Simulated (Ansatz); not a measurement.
Runs of Ansatz 0.2.0 on Na2S. The structure is cubic, space group Fm-3m (No. 225). The conventional cell has a = 6.547 Å, b = 6.547 Å, c = 6.547 Å, α = 90.00°, β = 90.00°, γ = 90.00°. S (site symmetry m-3m) has 8 Na at 2.83 Å as nearest neighbours. Na (site symmetry -43m) has 4 S at 2.83 Å as nearest neighbours. 

| task | potentials or basis | cell | cutoff (eV) | basis error allowed | gap on the mesh (eV) | pressure (GPa) |
| --- | --- | --- | --- | --- | --- | --- |
| band structure | all-electron PAW datasets made for the crystal | as given | 180 | - | 2.36 | -0.6 |
| relaxation of cell and atoms | all-electron LAPW, scalar-relativistic | relaxed to 30 GPa | - | 0.002 eV/atom | 3.81 | 30.0 |
| band structure | all-electron LAPW, non-relativistic | as given | 143 | 0.002 eV/atom | 2.41 | -0.6 |
| relaxation of cell and atoms | all-electron LAPW, scalar-relativistic | relaxed to 10 GPa | - | 0.002 eV/atom | (b) | 10.0 |
| relaxation of cell and atoms | all-electron LAPW, scalar-relativistic | relaxed | - | 0.002 eV/atom | (a) | 0.0 |

Alike in all rows: level PBEsol; no spin polarisation; k mesh 7 × 7 × 7; smearing fermi-dirac 0.05 eV.

Estimate the missing entries.

(a) 2.43; (b) 3.20.

Caveats: an odd mesh through Γ misses points on the zone boundary, where band edges often lie (some runs).

The runs don't all hold the same shells in valence.
